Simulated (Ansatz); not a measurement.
A trial structure of CdTe was built thus: random cell by space group and Wyckoff sites (Pm-3m, No. 221). The dimensions are guesses.

```cif
data_structure
_symmetry_space_group_name_H-M 'P 1'
_symmetry_Int_Tables_number 1
_cell_length_a 3.9625
_cell_length_b 3.9625
_cell_length_c 3.9625
_cell_angle_alpha 90.000
_cell_angle_beta 90.000
_cell_angle_gamma 90.000
_cell_volume 62.22
loop_
_atom_site_label
_atom_site_type_symbol
_atom_site_fract_x
_atom_site_fract_y
_atom_site_fract_z
_atom_site_occupancy
Cd1 Cd 0.00000 0.00000 0.00000 1
Te1 Te 0.50000 0.50000 0.50000 1
```

All numbers below come from Ansatz 0.2.0, DFT PBE, scalar-relativistic, plane waves, PAW. Cutoff 420 eV, Gaussian smearing, Γ-centred meshes. Cell and atoms relax first on a coarse mesh and then on a finer one. In between, the cell is made exact in the group found at 0.06 Å. In metals the finer mesh still leaves noise of several meV/atom or more. The steps can't lower the symmetry of their start. No spin polarisation.

A guess keeps its type if space group and coordination stay and the shape of the cell changes little (axis ratios within about 15 %, angles within 6°); the volume may change.

**Question.** Does this structure survive the relaxation?

**Answer.** It keeps its type: symmetry leaves only the cell edge free. The symmetry stays Pm-3m (No. 221). The end has the caesium chloride type. The volume per atom shrinks by 12.9 %, from 31.1 to 27.1 Å³. The shortest distance goes from 3.43 Å (Cd–Te) to 3.28 Å (Cd–Te). Counting neighbours within 15 % of an atom's shortest distance, the start has Cd 8, Te 8 and the end Cd 8, Te 8.

Formation energies are uncorrected and refer to the elements' standard structures at the same level.

**Question.** At what energy does it end?

**Answer.** +0.08 eV/atom. It can't be a ground state, since the elements alone are lower.

The last run used a 14×14×14 mesh for its 2-atom cell and Gaussian smearing of 0.10 eV. Spin–orbit coupling, which can matter for Te, is left out. The reference form of Te is held partly by dispersion forces, which this level lacks. Symmetry constrained the relaxation, so the result can be a saddle point. Another cell of CdTe relaxed alike, in F-43m (a cell as deposited in COD), lies 0.54 eV/atom lower, so this cell isn't the stable form at this level.
